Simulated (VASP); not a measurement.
# Cd2S (P3m1) in VASP: a series of runs

Runs on Cd2S. Level: PBEsol. Tasks: equation of state, G0W0 quasiparticle levels.

Program: VASP 6.6.1. These are calculated values, not measurements. Logs are shortened: lines on timing, memory, paths and dates and some standing lists are left out, and cuts for length are marked.

## 1. The crystal as given

Symmetry: P3m1, No. 156, trigonal system. Conventional cell: a = 3.856 Å, b = 3.856 Å, c = 5.699 Å, α = 90.00°, β = 90.00°, γ = 120.00°. Cd (site symmetry 3m) has 1 S at 2.47 Å as nearest neighbours. Around Cd (site symmetry 3m) lie 3 S at 2.55 Å. S (site symmetry 3m) is surrounded by 4 Cd at 2.47 to 2.55 Å.

The cell comes from a database or a generator and needn't be the stable form of this composition.

## 2. Equation of state, PBEsol, 23.49 Å³/atom (a relaxed cell with its volume scaled by 0.96)

Input file INCAR:

```
SYSTEM = Cd2S
PREC     = Accurate       ! precision mode
ENCUT    = 520            ! plane-wave cutoff, eV
EDIFF    = 1E-6           ! SCF threshold, eV
ISMEAR   = 0              ! smearing method
SIGMA    = 0.02           ! smearing width, eV
LREAL    = .FALSE.        ! projectors in reciprocal space
LASPH    = .TRUE.         ! aspherical terms in the spheres
NELM     = 100            ! most SCF steps
ALGO     = Normal         ! electronic algorithm
ISIF     = 2              ! what is computed and relaxed
LWAVE    = .FALSE.        ! write WAVECAR
LCHARG   = .FALSE.        ! write CHGCAR
GGA      = PS             ! functional
```

Input file KPOINTS:

```
regular mesh
0
G
  8 8 4
  0 0 0
```

Input file POSCAR:

```
Cd2S                                    
1.0
    3.8043577187      0.0000000000     -0.0000000000
   -1.9021788594      3.2946704296      0.0000000000
   -0.0000000000      0.0000000000      5.6220539968
  Cd              S             
     2     1
Direct
     0.3333333332999970    0.6666666667000030    0.9304966869767631
     0.6666666667000030    0.3333333332999970    0.5827582041142552
     0.3333333332999970    0.6666666667000030    0.3639021089089787
```

Potentials or basis: VASP PAW PBE potentials, release 64 (Cd, S).

Command:

```bash
$ cat potpaw_PBE.64/Cd/POTCAR potpaw_PBE.64/S/POTCAR > POTCAR
$ mpirun -np 1 vasp_std > vasp.out
```

OUTCAR:

```text
SYSTEM = Cd2S
   PREC = Accurate
   ENCUT = 520
   EDIFF = 1E-6
   ISMEAR = 0
   LREAL = .FALSE.
   LASPH = .TRUE.
   NELM = 100
   ISIF = 2
   GGA = PS

 ion  position               nearest neighbor table
   1  0.333  0.667  0.930-   3 2.44   2 2.94   2 2.94   2 2.94   3 3.19
   2  0.667  0.333  0.583-   3 2.52   3 2.52   3 2.52   1 2.94   1 2.94   1 2.94
   3  0.333  0.667  0.364-   1 2.44   2 2.52   2 2.52   2 2.52   1 3.19

  LATTYP: Found a hexagonal cell.
 ALAT       =     3.8043577187
 C/A-ratio  =     1.4777932078

  Lattice vectors:

 A1 = (   3.8043577187,   0.0000000000,   0.0000000000)
 A2 = (  -1.9021788594,   3.2946704296,   0.0000000000)
 A3 = (   0.0000000000,   0.0000000000,   5.6220539968)

Analysis of symmetry for initial positions (statically):
=====================================================================
 Subroutine PRICEL returns:
 Original cell was already a primitive cell.

 Routine SETGRP: Setting up the symmetry group for a
 hexagonal supercell.

 Subroutine GETGRP returns: Found  6 space group operations
 (whereof  6 operations were pure point group operations)
 out of a pool of 24 trial point group operations.

The static configuration has the point symmetry C_3v.

Analysis of symmetry for dynamics (positions and initial velocities):
=====================================================================
 Subroutine PRICEL returns:
 Original cell was already a primitive cell.

 Routine SETGRP: Setting up the symmetry group for a
 hexagonal supercell.

 Subroutine GETGRP returns: Found  6 space group operations
 (whereof  6 operations were pure point group operations)
 out of a pool of 24 trial point group operations.

The dynamic configuration has the point symmetry C_3v.

 Subroutine INISYM returns: Found  6 space group operations
 (whereof  6 operations are pure point group operations),
 and found     1 'primitive' translations

----------------------------------------------------------------------------------------

                                     Primitive cell

  volume of cell :      70.4674

  direct lattice vectors                    reciprocal lattice vectors
     3.804357719  0.000000000  0.000000000     0.262856459  0.151760248  0.000000000
    -1.902178859  3.294670430  0.000000000     0.000000000  0.303520495  0.000000000
     0.000000000  0.000000000  5.622053997     0.000000000  0.000000000  0.177870935

  length of vectors
     3.804357719  3.804357719  5.622053997     0.303520495  0.303520495  0.177870935

  position of ions in fractional coordinates (direct lattice)
     0.333333333  0.666666667  0.930496687
     0.666666667  0.333333333  0.582758204
     0.333333333  0.666666667  0.363902109

  ion indices of the primitive-cell ions
   primitive index   ion index
                 1           1
                 2           2
                 3           3

----------------------------------------------------------------------------------------

 KPOINTS: regular mesh

Automatic generation of k-mesh.
 Grid dimensions read from file:
 generate k-points for:    8    8    4

 Generating k-lattice:

  Cartesian coordinates                     Fractional coordinates (reciprocal lattice)
     0.032857057  0.018970031  0.000000000     0.125000000 -0.000000000  0.000000000
     0.000000000  0.037940062  0.000000000     0.000000000  0.125000000  0.000000000
     0.000000000  0.000000000  0.044467734     0.000000000  0.000000000  0.250000000

  Length of vectors
     0.037940062  0.037940062  0.044467734

  Shift w.r.t. Gamma in fractional coordinates (k-lattice)
     0.000000000  0.000000000  0.000000000

 Subroutine IBZKPT returns following result:
 ===========================================

 Found     35 irreducible k-points:

 Following reciprocal coordinates:
            Coordinates               Weight
  0.000000  0.000000  0.000000      1.000000
  0.125000 -0.000000  0.000000      6.000000
  0.250000 -0.000000  0.000000      6.000000
  0.375000 -0.000000  0.000000      6.000000
  0.500000 -0.000000  0.000000      3.000000
  0.125000  0.125000  0.000000      6.000000
[... 16 lines left out ...]
 -0.125000  0.500000  0.250000     12.000000
  0.250000  0.250000  0.250000     12.000000
 [... further k-points ...]
   k-points           NKPTS =     35   k-points in BZ     NKDIM =     35   number of bands    NBANDS=     19
   number of dos      NEDOS =    301   number of ions     NIONS =      3
   total plane-waves  NPLWV =  32928
   dimension x,y,z NGX =    28 NGY =   28 NGZ =   42
   dimension x,y,z NGXF=    56 NGYF=   56 NGZF=   84
   ions per type =               2   1
   NGX,Y,Z   is equivalent  to a cutoff of  12.24, 12.24, 12.42 a.u.
   NGXF,Y,Z  is equivalent  to a cutoff of  24.47, 24.47, 24.84 a.u.
 SYSTEM =  Cd2S
   PREC   = accura    normal or accurate (medium, high low for compatibility)
   ISTART =      0    job   : 0-new  1-cont  2-samecut
   ICHARG =      2    charge: 1-file 2-atom 10-const
   ISPIN  =      1    spin polarized calculation?
   LNONCOLLINEAR =      F non collinear calculations
   LSORBIT =      F    spin-orbit coupling
   LASPH  =      T    aspherical Exc in radial PAW
   ENCUT  =  520.0 eV  38.22 Ry    6.18 a.u.   7.07  7.07 10.45*2*pi/ulx,y,z
   NELM   =    100;   NELMIN=  2; NELMDL= -5     # of ELM steps
   EDIFF  = 0.1E-05   stopping-criterion for ELM
   LREAL  =      F    real-space projection
   EDIFFG = 0.1E-04   stopping-criterion for IOM
   NSW    =      0    number of steps for IOM
   IBRION =     -1    ionic relax: 0-MD 1-quasi-New 2-CG
   NFREE  =      0    steps in history (QN), initial steepest desc. (CG)
   ISIF   =      2    stress and relaxation
   ISYM   =      2    0-nonsym 1-usesym 2-fastsym
   POTIM  = 0.5000    time-step for ionic-motion
   TEBEG  =    0.0;   TEEND  =   0.0 temperature during run
   PSTRESS=    0.0 pullay stress
   NELECT =      30.0000    total number of electrons
   NUPDOWN=      -1.0000    fix difference up-down
   EMIN   =  10.00;   EMAX   =-10.00  energy-range for DOS
   EFERMI =   0.00;   METHOD = LEGACY
   ISMEAR =     0;   SIGMA  =   0.02  broadening in eV -4-tet -1-fermi 0-gaus
   EFERMI_NEDOS =   21; number of points for ismear=-14 and -15
   IALGO  =     38    algorithm
   IMIX   =      4    mixing-type and parameters
     AMIX     =   0.40;   BMIX     =  1.00
     AMIX_MAG =   1.60;   BMIX_MAG =  1.00
  volume/ion in A,a.u.               =      23.49       158.51
  Fermi-wavevector in a.u.,A,eV,Ry     =   1.231551  2.327294 20.636206  1.516718
  Thomas-Fermi vector in A             =   2.366356
   LORBIT       =      0    0 simple, 1 ext, 2 COOP (PROOUT), +10 PAW based schemes
   GGA     = PS    functional components
   LHFCALC =     F    Hartree Fock is set to
   AEXX    =    0.0000 exact exchange contribution
   IVDW    =     0    specifies the selected vdW correction
   LEPSILON=     F    determine dielectric tensor
   LRPA    =     F    only Hartree local field effects (RPA)
 non-spin polarized calculation
 Gauss-broadening in eV      SIGMA  =   0.02
  energy-cutoff  :      520.00
  volume of cell :       70.47
 maximum number of plane-waves:      1918
   NGX = 15   NGY = 15   NGZ = 21

 number of electron      29.9999992 magnetization

 Free energy of the ion-electron system (eV)
  ---------------------------------------------------
  ext. energy  EPLUGINS =         0.00000000
  ---------------------------------------------------
  free energy    TOTEN  =        -7.27647889 eV

  energy without entropy =       -7.27647889  energy(sigma->0) =       -7.27647889

 E-fermi :   2.0432     XC(G=0): -10.0478

 val. band max:        1.9390247002   @ k =   0.1250   0.1250   0.5000
 cond. band min:       2.3625769139   @ k =   0.5000  -0.0000   0.2500
 fundamental gap:      0.4235522136
 Fermi energy:         2.0431718173

 k-point     1 :       0.0000    0.0000    0.0000
  band No.  band energies     occupation
      1     -11.1656      2.00000
      2      -6.5969      2.00000
      3      -6.5969      2.00000
      4      -6.5069      2.00000
      5      -6.5069      2.00000
      6      -6.4238      2.00000
[... 11 lines left out ...]
     18       9.1166      0.00000
     19       9.1166      0.00000

 k-point     2 :       0.1250   -0.0000    0.0000
  band No.  band energies     occupation
      1     -11.0971      2.00000
      2      -6.6079      2.00000
      3      -6.5948      2.00000
      4      -6.5066      2.00000
      5      -6.4612      2.00000
      6      -6.3595      2.00000
[... 11 lines left out ...]
     18       8.1242      0.00000
     19       9.0852      0.00000

 k-point     3 :       0.2500   -0.0000    0.0000
  band No.  band energies     occupation
      1     -10.9291      2.00000
      2      -6.6172      2.00000
      3      -6.6022      2.00000
      4      -6.4967      2.00000
      5      -6.3408      2.00000
      6      -6.2731      2.00000
[... 11 lines left out ...]
     18       7.3596      0.00000
     19       8.7688      0.00000

 k-point     4 :       0.3750   -0.0000    0.0000
  band No.  band energies     occupation
      1     -10.7581      2.00000
      2      -6.6219      2.00000
      3      -6.6021      2.00000
      4      -6.4903      2.00000
      5      -6.2788      2.00000
      6      -6.1951      2.00000
[... 407 lines left out ...]
     18       6.8229      0.00000
     19       7.5796      0.00000

 k-point    23 :      -0.1250    0.5000    0.2500
  band No.  band energies     occupation
      1     -10.6214      2.00000
      2      -6.7025      2.00000
      3      -6.6394      2.00000
      4      -6.4515      2.00000
      5      -6.4038      2.00000
      6      -6.1788      2.00000
[... 11 lines left out ...]
     18       6.8661      0.00000
     19       7.2795      0.00000

 k-point    24 :       0.2500    0.2500    0.2500
  band No.  band energies     occupation
      1     -10.6227      2.00000
      2      -6.6794      2.00000
      3      -6.6713      2.00000
      4      -6.4253      2.00000
      5      -6.3935      2.00000
      6      -6.2027      2.00000
[... 11 lines left out ...]
     18       7.1312      0.00000
     19       8.2253      0.00000

 [... further k-points ...]

------------------------ aborting loop because EDIFF is reached ----------------------------------------

  FORCE on cell =-STRESS in cart. coord.  units (eV):
  Direction    XX          YY          ZZ          XY          YZ          ZX
  --------------------------------------------------------------------------------------
  -------------------------------------------------------------------------------------
  Total        0.9121445      0.9121445      1.4550387     -0.0000000      0.0000000      0.0000000
  in kB       20.7389074     20.7389074     33.0823825     -0.0000000      0.0000000      0.0000000
  external PRESSURE =      24.8533991 kB  Pullay stress =       0.0000000 kB

 VOLUME and BASIS-vectors are now :
 -----------------------------------------------------------------------------
  energy-cutoff  :      520.00
  volume of cell :       70.47
      direct lattice vectors                 reciprocal lattice vectors
     3.804357719  0.000000000  0.000000000     0.262856459  0.151760248  0.000000000
    -1.902178859  3.294670430  0.000000000     0.000000000  0.303520495  0.000000000
     0.000000000  0.000000000  5.622053997     0.000000000  0.000000000  0.177870935

 POSITION                                       TOTAL-FORCE (eV/Angst)
 -----------------------------------------------------------------------------------
     -0.00000      2.19645      5.23130         0.000000     -0.000000     -0.076282
      1.90218      1.09822      3.27630        -0.000000      0.000000      0.163929
     -0.00000      2.19645      2.04588         0.000000     -0.000000     -0.087647
 -----------------------------------------------------------------------------------
    total drift:                                0.000000     -0.000000      0.000233

  FREE ENERGIE OF THE ION-ELECTRON SYSTEM (eV)
  ---------------------------------------------------
  free  energy   TOTEN  =        -7.2764788939 eV

  energy  without entropy=       -7.2764788939  energy(sigma->0) =       -7.27647889
```

Wall time 29 s (1 thread of Intel Xeon Platinum 8259CL at 2.50GHz (Skylake/Cascade Lake), shared host); peak memory 0.19 GiB.

What came out:

| Quantity | Value |
| --- | --- |
| Free energy | -7.2765 eV |
| Pressure | 2.5 GPa |
| Largest force | 0.164 eV/Å |
| Band gap on the k mesh | 0.42 eV, indirect (least direct gap 0.96 eV) |

Caveat: the PAW data sets were made with another functional, which shifts forces and pressure a little.

## 3. Equation of state, PBEsol, 23.98 Å³/atom (a relaxed cell with its volume scaled by 0.98)

INCAR is that of step 2.

KPOINTS is that of step 2.

Input file POSCAR:

```
Cd2S                                    
1.0
    3.8305954977      0.0000000000     -0.0000000000
   -1.9152977488      3.3173930126      0.0000000000
   -0.0000000000      0.0000000000      5.6608280082
  Cd              S             
     2     1
Direct
     0.3333333332999970    0.6666666667000030    0.9304966869767631
     0.6666666667000030    0.3333333332999970    0.5827582041142552
     0.3333333332999970    0.6666666667000030    0.3639021089089787
```

Potentials or basis: VASP PAW PBE potentials, release 64 (Cd, S).

Command:

```bash
$ cat potpaw_PBE.64/Cd/POTCAR potpaw_PBE.64/S/POTCAR > POTCAR
$ mpirun -np 1 vasp_std > vasp.out
```

Wall time 29 s (1 thread of Intel Xeon Platinum 8259CL at 2.50GHz (Skylake/Cascade Lake), shared host); peak memory 0.19 GiB.

The run converged. Its results:

```
Free energy            : -7.2934 eV
Pressure               : 1.2 GPa
Largest force          : 0.077 eV/Å
Band gap on the k mesh : 0.41 eV, indirect (least direct gap 0.91 eV)
```

Caveat: the PAW data sets were made with another functional, which shifts forces and pressure a little.

## 4. Equation of state, PBEsol, 24.47 Å³/atom

INCAR is that of step 3.

KPOINTS is that of step 3.

Input file POSCAR:

```
Cd2S                                    
1.0
    3.8564786848      0.0000000000     -0.0000000000
   -1.9282393424      3.3398085102      0.0000000000
   -0.0000000000      0.0000000000      5.6990780064
  Cd              S             
     2     1
Direct
     0.3333333332999970    0.6666666667000030    0.9304966869767631
     0.6666666667000030    0.3333333332999970    0.5827582041142552
     0.3333333332999970    0.6666666667000030    0.3639021089089787
```

Command:

```bash
$ cat potpaw_PBE.64/Cd/POTCAR potpaw_PBE.64/S/POTCAR > POTCAR
$ mpirun -np 1 vasp_std > vasp.out
```

Wall time 35 s (1 thread of Intel Xeon Platinum 8259CL at 2.50GHz (Skylake/Cascade Lake), shared host); peak memory 0.21 GiB.

It converged, with:

* Free energy: -7.2993 eV
* Pressure: 0.1 GPa
* Largest force: 0.007 eV/Å
* Band gap on the k mesh: 0.39 eV, indirect (least direct gap 0.85 eV)

Caveat: the PAW data sets were made with another functional, which shifts forces and pressure a little.

## 5. Equation of state, PBEsol, 24.96 Å³/atom (a relaxed cell with its volume scaled by 1.02)

INCAR is that of step 4.

KPOINTS is that of step 4.

Input file POSCAR:

```
Cd2S                                    
1.0
    3.8820190231      0.0000000000     -0.0000000000
   -1.9410095115      3.3619270920      0.0000000000
   -0.0000000000      0.0000000000      5.7368213448
  Cd              S             
     2     1
Direct
     0.3333333332999970    0.6666666667000030    0.9304966869767631
     0.6666666667000030    0.3333333332999970    0.5827582041142552
     0.3333333332999970    0.6666666667000030    0.3639021089089787
```

Command:

```bash
$ cat potpaw_PBE.64/Cd/POTCAR potpaw_PBE.64/S/POTCAR > POTCAR
$ mpirun -np 1 vasp_std > vasp.out
```

Run time: 40 s. Hardware: 1 thread of Intel Xeon Platinum 8259CL at 2.50GHz (Skylake/Cascade Lake), shared host; peak memory 0.21 GiB.

It converged, with:

```
Free energy            : -7.2953 eV
Pressure               : -1.0 GPa
Largest force          : 0.081 eV/Å
Band gap on the k mesh : 0.38 eV, indirect (least direct gap 0.80 eV)
```

Caveat: the PAW data sets were made with another functional, which shifts forces and pressure a little.

## 6. Equation of state, PBEsol, 25.45 Å³/atom (a relaxed cell with its volume scaled by 1.04)

INCAR is that of step 5.

KPOINTS is that of step 5.

Input file POSCAR:

```
Cd2S                                    
1.0
    3.9072276451      0.0000000000     -0.0000000000
   -1.9536138226      3.3837583991      0.0000000000
   -0.0000000000      0.0000000000      5.7740744753
  Cd              S             
     2     1
Direct
     0.3333333332999970    0.6666666667000030    0.9304966869767631
     0.6666666667000030    0.3333333332999970    0.5827582041142552
     0.3333333332999970    0.6666666667000030    0.3639021089089787
```

Potentials or basis: VASP PAW PBE potentials, release 64 (Cd, S).

Command:

```bash
$ cat potpaw_PBE.64/Cd/POTCAR potpaw_PBE.64/S/POTCAR > POTCAR
$ mpirun -np 1 vasp_std > vasp.out
```

Run time: 40 s. Hardware: 1 thread of Intel Xeon Platinum 8259CL at 2.50GHz (Skylake/Cascade Lake), shared host; peak memory 0.21 GiB.

It converged, with:

* Free energy: -7.2826 eV
* Pressure: -1.8 GPa
* Largest force: 0.153 eV/Å
* Band gap on the k mesh: 0.35 eV, indirect (least direct gap 0.76 eV)

Caveat: the PAW data sets were made with another functional, which shifts forces and pressure a little.

## 7. Equation of state, PBEsol

No new run: the results of the series are fitted here.

Results:

- Equilibrium volume: 24.51 Å³/atom
- Bulk modulus at fixed shape and positions: 53 GPa
- Pressure derivative of the bulk modulus: 4.9 (rough: it moves with the points fitted)

Energy against volume, from the lowest point:
```
volume (Å³/atom)  energy (meV/atom)
          23.489               7.61
          23.978               1.96
          24.468               0.00
          24.957               1.33
          25.447               5.57
```

Caveat: the cell was scaled at fixed shape and fractional positions, which overstates the stiffness of a crystal with free parameters, most of all of layers and chains; the PAW data sets were made with another functional, which shifts forces and pressure a little.

(Part 1 of 2 ends here.)
